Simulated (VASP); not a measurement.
Runs of VASP 6.6.1 on Ti. The structure is cubic, space group Im-3m (No. 229). Conventional cell: a = 3.307 Å, b = 3.307 Å, c = 3.307 Å, α = 90.00°, β = 90.00°, γ = 90.00°. Around Ti (site symmetry m-3m) lie 8 Ti at 2.86 Å. This isn't the form of Ti at room conditions, which is hcp.

| task | level | potentials or basis | cell | k mesh | cutoff (eV) | mesh quality | gap on the mesh (eV) | pressure (GPa) | relaxed volume (Å³/atom) |
| --- | --- | --- | --- | --- | --- | --- | --- | --- | --- |
| relaxation of cell and atoms | RPBE | VASP PAW PBE potentials, release 64 (Ti_sv) | relaxed | 18 × 18 × 18 | 600 | not flagged | none | 0.0 | (a) |
| relaxation of cell and atoms | PBEsol | VASP PAW PBE potentials, release 64 (Ti) | relaxed | 18 × 18 × 18 | 580 | not flagged | none | 0.0 | 16.35 |
| relaxation of cell and atoms | PBE+D3(BJ) | VASP PAW PBE potentials, release 64 (Ti_sv) | relaxed | 18 × 18 × 18 | 600 | not flagged | none | 0.0 | 16.26 |
| relaxation of cell and atoms | PBEsol | VASP PAW PBE potentials, release 64 (Ti_sv) | relaxed | 18 × 18 × 18 | 600 | not flagged | none | 0.0 | (c) |
| relaxation of cell and atoms | PBE | VASP PAW PBE potentials, release 64 (Ti_sv) | relaxed | 18 × 18 × 18 | 600 | not flagged | none | 0.0 | 17.21 |
| relaxation of cell and atoms | LDA | VASP PAW LDA potentials, release 64 (Ti_sv) | relaxed | 18 × 18 × 18 | 600 | not flagged | none | 0.0 | 15.83 |
| single point | PBEsol | VASP PAW PBE potentials, release 64 (Ti_sv) | as given | 18 × 18 × 18 | 520 | not flagged | none | (b) | - |
| relaxation of cell and atoms | PBEsol | VASP PAW PBE potentials, release 64 (Ti_sv) | relaxed | 6 × 6 × 6 | 600 | coarse | none | 0.0 | 16.42 |

Alike in all rows: no spin polarisation; smearing gaussian 0.1 eV.

Estimate the missing entries.

(a) 17.74; (b) -8.8; (c) 16.50.

Caveats: some runs use coarse meshes; the PAW data sets were made with another functional, which shifts forces and pressure a little (some runs); the volume moved by -10 % from the deposited cell, more than functionals usually miss (some runs); pairwise dispersion overbinds metals, which lowers pressure and volume (some runs); the volume moved by -12 % from the deposited cell, more than functionals usually miss (some runs).

A gap of «none» marks a metal or a gap under the smearing width.

The runs don't all hold the same shells in valence.
